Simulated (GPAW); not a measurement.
# InAs (F-43m) in GPAW: further runs

The runs below take InAs through band structure, with PBE, LDA.

Program: GPAW 26.7.0. These are calculated values, not measurements. Logs are shortened: lines on timing, memory, paths and dates and some standing lists are left out, and cuts for length are marked. The log counts tension as positive stress, the text compression.

**Measured values to compare with.**

From a printed reference work, data compilation, for a bulk crystal of InAs at 4.2 K: band gap 0.418 eV (direct).

The results are compared with them further down.

### 1 The crystal as given

It takes space group F-43m (No. 216, cubic). Conventional cell: a = 6.036 Å, b = 6.036 Å, c = 6.036 Å, α = 90.00°, β = 90.00°, γ = 90.00°. In (site symmetry -43m) has 4 As at 2.61 Å as nearest neighbours. Around As (site symmetry -43m) lie 4 In at 2.61 Å.

### 2 Band structure, PBE

File run.py:

```python
from ase.dft.bandgap import bandgap
from ase.io import read, write
from ase.units import Bohr, GPa
from gpaw import GPAW, PW
from gpaw.elf import elf_from_dft_calculation

atoms = read('POSCAR')

calc = GPAW(mode=PW(600),
            xc='PBE',
            kpts={'size': (8, 8, 8), 'gamma': True},
            occupations={'name': 'fermi-dirac', 'width': 0.05},
            nbands=18,
            convergence={'density': 1e-05, 'energy': 1e-05},
            maxiter=150,
            txt='gpaw.txt')
atoms.calc = calc
energy = atoms.get_potential_energy()
forces = atoms.get_forces()
stress = atoms.get_stress()
calc.write('gs.gpw')
write('result.traj', atoms)
print(f'Energy: {energy:.6f} eV')
print('Forces (eV/A):')
print(forces.round(4))
print('Stress (GPa):', (stress / GPa).round(3))
print('Fermi level:', round(calc.get_fermi_level(), 4), 'eV')
print(f'Gap: {bandgap(calc)[0]:.4f} eV, direct: {bandgap(calc, direct=True)[0]:.4f} eV')

# fields on the real-space grid
write('density.cube', atoms, data=calc.get_pseudo_density() * Bohr**3)
write('potential.cube', atoms, data=calc.get_electrostatic_potential())
write('elf.cube', atoms, data=elf_from_dft_calculation(calc).data)

path = atoms.cell.bandpath('GXWKGLUWLK,UX', npoints=80, eps=1e-4)
bs_calc = calc.fixed_density(kpts=path, symmetry='off', nbands=30,
                             convergence={'bands': 'CBM+6.0', 'eigenstates': 1e-6}, txt='bands.txt')
bs = bs_calc.band_structure()
bs.write('bs.json')
print(f'Gap on the path: {bandgap(bs_calc)[0]:.4f} eV')
```

File POSCAR:

```
InAs
1.0
    0.0000000000      3.0180000000      3.0180000000
    3.0180000000      0.0000000000      3.0180000000
    3.0180000000      3.0180000000      0.0000000000
In As
1 1
Direct
    0.0000000000      0.0000000000      0.0000000000
    0.7500000000      0.7500000000      0.7500000000
```

Potentials or basis: GPAW PAW data sets (gpaw-data 1.2.1), pw.

Launch:

```
$ OMP_NUM_THREADS=1 python run.py
```

gpaw.txt:

```text
__  _  _
 | _ |_)|_||  |
 |__||  | ||/\| - 26.7.0

Input parameters:
  mode=PW(ecut=600.0),
  convergence={'density': 1e-05, 'energy': 1e-05},
  kpts=MonkhorstPack(size=(8, 8, 8), gamma=True),
  maxiter=150,
  nbands=18,
  occupations=Occupations(name='fermi-dirac', width=0.05),
  xc=XC(name='PBE')

Diagonalizing LCAO Hamiltonian
Converting LCAO to pw mode

                     As

       In

Atoms  # Å, Bohr magnetons
|   | symbol |        x |        y |        z |    initial magnetic moments |
|---|--------|----------|----------|----------|-----------------------------|
| 0 |     In | 0.000000 | 0.000000 | 0.000000 | ( 0.0000,  0.0000,  0.0000) |
| 1 |     As | 4.527000 | 4.527000 | 4.527000 | ( 0.0000,  0.0000,  0.0000) |

Unit cell  # Å
| periodic |        x |        y |        z |  lengths |    angles |
|----------|----------|----------|----------|----------|-----------|
|      yes | 0.000000 | 3.018000 | 3.018000 | 4.268097 | 60.000000 |
|      yes | 3.018000 | 0.000000 | 3.018000 | 4.268097 | 60.000000 |
|      yes | 3.018000 | 3.018000 | 0.000000 | 4.268097 | 60.000000 |

Number of symmetries: 24
Symmetry operations  # r_c * U_cc + t_c -> r_c
|    | kind |            matrix            |
|----|------|------------------------------|
|  0 |  E   |  1, 0, 0,  0, 1, 0,  0, 0, 1 |
|  1 |  σ   |  1, 0, 0,  0, 0, 1,  0, 1, 0 |
|  2 |  σ   |  1, 0,-1,  0, 1,-1,  0, 0,-1 |
|  3 |  C3  |  1, 0,-1,  0, 0,-1,  0, 1,-1 |
|  4 |  C3  |  1,-1, 0,  0,-1, 1,  0,-1, 0 |
|  5 |  σ   |  1,-1, 0,  0,-1, 0,  0,-1, 1 |
|  6 |  σ   |  0, 1, 0,  1, 0, 0,  0, 0, 1 |
|  7 |  C3  |  0, 1, 0,  0, 0, 1,  1, 0, 0 |
|  8 |  C2  |  0, 1,-1,  1, 0,-1,  0, 0,-1 |
|  9 |  S4  |  0, 1,-1,  0, 0,-1,  1, 0,-1 |
| 10 |  C3  |  0, 0, 1,  1, 0, 0,  0, 1, 0 |
| 11 |  σ   |  0, 0, 1,  0, 1, 0,  1, 0, 0 |
| 12 |  S4  |  0, 0,-1,  1, 0,-1,  0, 1,-1 |
| 13 |  C3  |  0, 0,-1,  0, 1,-1,  1, 0,-1 |
| 14 |  S4  |  0,-1, 1,  1,-1, 0,  0,-1, 0 |
| 15 |  C2  |  0,-1, 1,  0,-1, 0,  1,-1, 0 |
| 16 |  C3  |  0,-1, 0,  1,-1, 0,  0,-1, 1 |
| 17 |  S4  |  0,-1, 0,  0,-1, 1,  1,-1, 0 |
| 18 |  S4  | -1, 1, 0, -1, 0, 1, -1, 0, 0 |
| 19 |  C3  | -1, 1, 0, -1, 0, 0, -1, 0, 1 |
| 20 |  C3  | -1, 0, 1, -1, 1, 0, -1, 0, 0 |
| 21 |  S4  | -1, 0, 1, -1, 0, 0, -1, 1, 0 |
| 22 |  σ   | -1, 0, 0, -1, 1, 0, -1, 0, 1 |
| 23 |  C2  | -1, 0, 0, -1, 0, 1, -1, 1, 0 |

BZ-sampling:
  Number of BZ points: 512
  Number of IBZ points: 29

  Monkhorst-Pack size: [8, 8, 8]
  Monkhorst-Pack shift: [0.0625, 0.0625, 0.0625]

K-points  # in reciprocal-cell coordinates
|     |                                coordinates |     weight |
|-----|--------------------------------------------|------------|
|   0 | (  0.00000000,   0.00000000,   0.00000000) | 0.00195312 |
|   1 | (  0.12500000,   0.12500000,   0.00000000) | 0.01171875 |
|   2 | (  0.12500000,   0.12500000,   0.12500000) | 0.01562500 |
|   3 | (  0.25000000,   0.12500000,   0.12500000) | 0.02343750 |
|   4 | (  0.25000000,   0.25000000,   0.00000000) | 0.01171875 |
|   5 | (  0.25000000,   0.25000000,   0.12500000) | 0.04687500 |
|   6 | (  0.25000000,   0.25000000,   0.25000000) | 0.01562500 |
|   7 | (  0.37500000,   0.25000000,  -0.37500000) | 0.04687500 |
|   8 | (  0.37500000,   0.25000000,   0.12500000) | 0.04687500 |
|   9 | (  0.37500000,   0.25000000,   0.25000000) | 0.04687500 |
| ... |                                            |            |
|  28 | (  0.50000000,   0.50000000,   0.50000000) | 0.00781250 |

Plane wave coefficients: 1856
Cutoff: 600.0 eV

Spin-components: 1 (collinear spins)
Bands:           18
Projectors:      11
Spin-degeneracy: 2
Datatype:        complex128

Parallelization:
  kpt:    1
  domain: 1
  band:   1

Density:
  Valence electrons: 18.0
  Components: 1
  Grid points: [25 25 25]
  Charge: 0.0  # |e|

Potential:
  Grid points: [25 25 25]

species:
  In:
    name:    Indium
    Z:       49.0
    valence: 13
    core:    36
    charge:  0.0  # [|e|]
    compensation charges:
      type: gauss
      rc: 0.36  # [Å]
      lmax: 2
    cutoffs:
      filter: 2.09  # [Å]
      core: 2.48  # [Å]
    projectors
    | kind |    occ | energy [eV] | rcut [Å] |
    |------|--------|-------------|----------|
    |   5s |  2.000 |      -8.203 |    1.185 |
    |   5p |  1.000 |      -2.521 |    1.244 |
    |   4d | 10.000 |     -18.629 |    1.148 |
    |    s |        |      19.008 |    1.185 |
    |    p |        |      24.691 |    1.244 |
    |    d |        |       8.583 |    1.148 |

    Using partial waves for In as LCAO basis

  As:
    name:    Arsenic
    Z:       33.0
    valence: 5
    core:    28
    charge:  0.0  # [|e|]
    compensation charges:
      type: gauss
      rc: 0.33  # [Å]
      lmax: 2
    cutoffs:
      filter: 1.87  # [Å]
      core: 2.96  # [Å]
    projectors
    | kind |    occ | energy [eV] | rcut [Å] |
    |------|--------|-------------|----------|
    |   4s |  2.000 |     -14.487 |    1.058 |
    |   4p |  3.000 |      -5.196 |    1.058 |
    |    s |        |      12.725 |    1.058 |
    |    p |        |      22.016 |    1.058 |
    |    d |        |       0.000 |    1.058 |

    Using partial waves for As as LCAO basis

Reference energy: -221478.393260  # eV

eigensolver:
  PPCG
  Converge bands: occupied
  niter=2

density mixing:
  MSR1-Mixer
  Pratt-step length: 0.05
  Maximum mixing coefficient: 0.75
  Old densities: 10
  SVD Regularization: 0.005
  Good broyden scale: 1.0
  Trust region scale: 1.0
  Backstep threshold: 4.0
  History deletion threshold: 6.0
  Fourier metric: weight=20.0, sigma=0.015

occupation numbers:
  Fermi-Dirac:
    width: 0.0500  # eV

poisson solver:
  ecut: 4800.0  # eV

xc functional:
  name: PBE with 2 nearest neighbor stencil

convergence criteria:
- Maximum integral of absolute [dens]ity change: 1e-05 electrons / valence electron
- Maximum [total energy] change in last 3 cyles: 1e-05 eV / valence electron
- Maximum integral of absolute [eigenst]ate change: 4e-08 eV^2 / valence electron
maximum number of iterations: 150

SCF iterations
|iter     | |      energy | eigst |  dens |
|---------|-|-------------|-------|-------|
|iter:   1| |   -8.118307 | -0.34 |       |
|iter:   2| |   -8.073646 | -2.36 | -1.17 |
|iter:   3| |   -7.903560 | -1.94 | -1.21 |
|iter:   4| |   -7.904693 | -3.32 | -1.80 |
|iter:   5| |   -7.904806 | -4.11 | -2.32 |
|iter:   6| |   -7.904834c| -5.65 | -3.12 |
|iter:   7| |   -7.904837c| -6.67 | -3.56 |
|iter:   8| |   -7.904837c| -8.15c| -4.62 |
|iter:   9| |   -7.904837c| -8.39c| -5.36c|

Converged in 9 steps
Energy contributions relative to reference atoms: (reference = -221478.393260)

Energy contributions:
  Kinetic:          27.002200
  Coulomb:         -24.729028
  Zero:              0.139455
  External:          0.000000
  Xc:              -10.317193
  Entropy:          -0.000544
  Spinorbit:         0.000000
  ----------------------------
  Free energy:      -7.905110
  Extrapolated:     -7.904837

dipole moment: (-17.118226, -17.118226, -17.118226)  # |e|*Ang

Fermi level: 4.952
Eigenvalues  # (at kpt = [0.000, 0.000, 0.000])
| band index |      eig [eV] | occ [0-2] |
|------------|---------------|-----------|
|          0 |        -9.407 |     2.000 |
|        ... |               |           |
|          2 |        -9.407 |     2.000 |
|          3 |        -9.278 |     2.000 |
|          4 |        -9.278 |     2.000 |
|          5 |        -6.992 |     2.000 |
|          6 |         4.743 |     1.969 |
|          7 |         4.904 |     1.446 |
|          8 |         4.904 |     1.446 |
|          9 |         4.904 |     1.446 |
|         10 |         8.796 |     0.000 |
|         11 |         8.796 |     0.000 |
|         12 |         8.796 |     0.000 |
|         13 |        12.470 |     0.000 |
|         14 |        14.638 |     0.000 |
|         15 |        14.638 |     0.000 |
|         16 |        15.399 |     0.000 |
|         17 |        15.399 |     0.000 |

No gap
No difference between direct/indirect transitions

Forces  # eV/Ang
|        x |        y |        z |
|----------|----------|----------|
| -0.00000 |  0.00000 | -0.00000 |  # In   0
|  0.00000 | -0.00000 |  0.00000 |  # As   1

Stress tensor  # eV/Ang^3
|         x |         y |         z |
|-----------|-----------|-----------|
| -0.025242 | -0.000000 | -0.000000 |
| -0.000000 | -0.025242 |  0.000000 |
| -0.000000 |  0.000000 | -0.025242 |

# Writing to gs.gpw (mode='')
```

Wall time 49 s (1 thread of Arm Neoverse V1, shared host); peak memory 0.29 GiB.

Results:

```
Free energy             : -7.9051 eV
Pressure                : 4.0 GPa
Band gap along the path : none (metal or under the smearing width)
```

Levels at the corners of the path, in eV from the Fermi level:
| point | band 6 | band 7 | band 8 | band 9 | band 10 | band 11 | band 12 | band 13 |
| --- | --- | --- | --- | --- | --- | --- | --- | --- |
| Γ | -11.94 | -0.21 | -0.05 | -0.05 | -0.05 | 3.84 | 3.84 | 3.84 |
| X | -9.90 | -5.91 | -2.40 | -2.40 | 1.49 | 2.02 | 9.18 | 9.26 |
| W | -9.85 | -5.76 | -3.03 | -2.95 | 4.19 | 4.25 | 4.96 | 6.04 |
| K | -9.92 | -5.77 | -3.35 | -2.02 | 2.07 | 4.24 | 7.28 | 7.38 |
| Γ | -11.94 | -0.21 | -0.05 | -0.05 | -0.05 | 3.84 | 3.84 | 3.84 |
| L | -10.45 | -5.84 | -1.05 | -1.05 | 0.92 | 4.63 | 4.63 | 6.83 |
| U | -9.92 | -5.77 | -3.35 | -2.02 | 2.07 | 4.24 | 7.28 | 7.38 |
| W | -9.85 | -5.76 | -3.03 | -2.95 | 4.19 | 4.25 | 4.96 | 6.04 |
| L | -10.45 | -5.84 | -1.05 | -1.05 | 0.92 | 4.63 | 4.63 | 6.83 |
| K | -9.92 | -5.77 | -3.35 | -2.02 | 2.07 | 4.24 | 7.28 | 7.38 |
| U | -9.92 | -5.77 | -3.35 | -2.02 | 2.07 | 4.24 | 7.28 | 7.38 |
| X | -9.90 | -5.91 | -2.40 | -2.40 | 1.49 | 2.02 | 9.18 | 9.26 |

Caveat: spin-orbit coupling is left out, which moves the levels of the heavy elements; this crystal is a semiconductor, whose small gap the functional closes, so the metal is an error of the method.

### 3 Band structure, PBE, spin-orbit coupling, no magnetisation

Changes to run.py since step 2:

```diff
@@ -1,8 +1,9 @@
+import numpy as np
 from ase.dft.bandgap import bandgap
 from ase.io import read, write
-from ase.units import Bohr, GPa
+from ase.units import GPa
 from gpaw import GPAW, PW
-from gpaw.elf import elf_from_dft_calculation
+from gpaw.spinorbit import soc_eigenstates
 
-atoms = read('POSCAR')
+atoms = read('InAs.xyz')
 
@@ -10,3 +11,3 @@
             xc='PBE',
-            kpts={'size': (8, 8, 8), 'gamma': True},
+            kpts={'size': (6, 6, 6), 'gamma': True},
             occupations={'name': 'fermi-dirac', 'width': 0.05},
@@ -29,7 +30,2 @@
 
-# fields on the real-space grid
-write('density.cube', atoms, data=calc.get_pseudo_density() * Bohr**3)
-write('potential.cube', atoms, data=calc.get_electrostatic_potential())
-write('elf.cube', atoms, data=elf_from_dft_calculation(calc).data)
-
 path = atoms.cell.bandpath('GXWKGLUWLK,UX', npoints=80, eps=1e-4)
@@ -40 +36,7 @@
 print(f'Gap on the path: {bandgap(bs_calc)[0]:.4f} eV')
+
+soc = soc_eigenstates(bs_calc, theta=0, phi=0)
+np.savetxt('soc_bands.dat', soc.eigenvalues(), fmt='%.4f')
+mesh = soc_eigenstates('gs.gpw', theta=0, phi=0)
+np.savetxt('soc_mesh.dat', mesh.eigenvalues(), fmt='%.4f')
+print('Fermi level with spin-orbit coupling:', round(mesh.fermi_level, 4), 'eV')
```

File InAs.xyz:

```xyz
2
Lattice="0.0000000000 3.0180000000 3.0180000000 3.0180000000 0.0000000000 3.0180000000 3.0180000000 3.0180000000 0.0000000000" Properties=species:S:1:pos:R:3 pbc="T T T"
In     0.0000000000      0.0000000000      0.0000000000
As     4.5270000000      4.5270000000      4.5270000000
```

Potentials or basis: GPAW PAW data sets (gpaw-data 1.2.1), pw.

Launch:

```
$ OMP_NUM_THREADS=1 python run.py
```

Wall time 43 s (1 thread of Arm Neoverse V1, shared host); peak memory 0.3 GiB.

The run converged. Its results:

| Property | Result |
| --- | --- |
| Free energy | -7.8900 eV |
| Pressure | 4.1 GPa |
| Band gap along the path | none (metal or under the smearing width) |

Levels at the corners of the path, in eV from the Fermi level:
| point | band 15 | band 16 | band 17 | band 18 | band 19 | band 20 | band 21 | band 22 |
| --- | --- | --- | --- | --- | --- | --- | --- | --- |
| Γ | -0.28 | -0.28 | 0.00 | 0.00 | 0.00 | 0.00 | 3.42 | 3.42 |
| X | -2.48 | -2.48 | -2.48 | -2.48 | 1.41 | 1.41 | 1.95 | 1.95 |
| W | -3.16 | -3.10 | -3.06 | -2.96 | 4.01 | 4.17 | 4.20 | 4.21 |
| K | -3.44 | -3.43 | -2.10 | -2.10 | 1.98 | 1.99 | 4.14 | 4.19 |
| Γ | -0.28 | -0.28 | 0.00 | 0.00 | 0.00 | 0.00 | 3.42 | 3.42 |
| L | -1.26 | -1.26 | -1.00 | -1.00 | 0.84 | 0.84 | 4.45 | 4.45 |
| U | -3.44 | -3.43 | -2.10 | -2.10 | 1.98 | 1.99 | 4.14 | 4.19 |
| W | -3.16 | -3.10 | -3.06 | -2.96 | 4.01 | 4.17 | 4.20 | 4.21 |
| L | -1.26 | -1.26 | -1.00 | -1.00 | 0.84 | 0.84 | 4.45 | 4.45 |
| K | -3.44 | -3.43 | -2.10 | -2.10 | 1.98 | 1.99 | 4.14 | 4.19 |
| U | -3.44 | -3.43 | -2.10 | -2.10 | 1.98 | 1.99 | 4.14 | 4.19 |
| X | -2.48 | -2.48 | -2.48 | -2.48 | 1.41 | 1.41 | 1.95 | 1.95 |

Caveat: spin-orbit coupling was added after a scalar SCF, so levels and gaps hold it while energy, forces, pressure and moments don't; this program's spin-orbit splittings come out too wide for heavy elements; this crystal is a semiconductor, whose small gap the functional closes, so the metal is an error of the method.

[end of part 1 of 2]
